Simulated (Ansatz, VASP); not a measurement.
**Ag in VASP and in Ansatz**

File INCAR:

```
SYSTEM = Ag
  PREC = Accurate
  ENCUT = 520
  EDIFF = 1E-7
  ISMEAR = -1
  SIGMA = 0.1
  LREAL = .False.
  LASPH = .True.
  NELM = 100
  ALGO = Normal
  ISIF = 2
  LWAVE = .False.
  LCHARG = .False.
  GGA = CA
  NBANDS = 24
```

KPOINTS

```
regular mesh
0
Gamma
  9 9 13
  0 0 0
```

Contents of POSCAR:

```
Ag
1.0
    4.7313366890      0.0000000000      0.0000000000
   -2.3656683445      4.0974577665      0.0000000000
    0.0000000000      0.0000000000      2.8335665995
Ag
3
Direct
    0.0000000000      0.0000000000      0.0000000000
    0.3333333333      0.6666666667      0.5000000000
    0.6666666667      0.3333333333      0.5000000000
```

Input for Ansatz:

```yaml
crystal:
  lattice:
    - [4.731336689, 0.0, 0.0]
    - [-2.3656683445, 4.0974577665, 0.0]
    - [0.0, 0.0, 2.8335665995]
  atoms:
    - { symbol: Ag, position: [0.0, 0.0, 0.0] }
    - { symbol: Ag, position: [0.3333333333, 0.6666666667, 0.5] }
    - { symbol: Ag, position: [0.6666666667, 0.3333333333, 0.5] }
hamiltonian:
  xc: lda
  pseudopotentials:
    kind: paw
    azcp:
      Ag: "pseudopotentials/Ag.paw.azcp"
basis:
  ecutwfc: 420
  fft_grid_basis: typed
kpoints:
  mp_grid: { grid: [9, 9, 13], shift: [0, 0, 0] }
magnetization:
  spin_polarized: false
scf:
  occupations: { method: fermi_dirac, width: 0.1 }
  lower_state_search: "off"
output:
  stress: true
  write_density: true
  write_potential: true
  elf: true
  volumetric_format: npy
```

Alike in both runs: task single point; functional LDA; k mesh 9 × 9 × 13; occupations fermi-dirac, width 0.1 eV; no spin polarisation.

|  | VASP | Ansatz |
| --- | --- | --- |
| version | VASP 6.6.1 | Ansatz 0.2.0 |
| potentials or method | VASP PAW LDA potentials, release 64 (Ag) | plane waves (420 eV) with PAW, scalar-relativistic |
| plane-wave cutoff (eV) | 520 | 420 |
| valence electrons in the cell | 33 | 57 |

VASP gave:

```
pressure (GPa)                                  : -10.7
largest component of the traceless stress (GPa) : 0.10
```

Q: Estimate Ansatz's values.

A: Pressure (GPa): -10.8; largest component of the traceless stress (GPa): 0.10.

The two sets of potentials don't hold the same shells in valence. Ansatz warned: «pseudo_functional_mismatch».
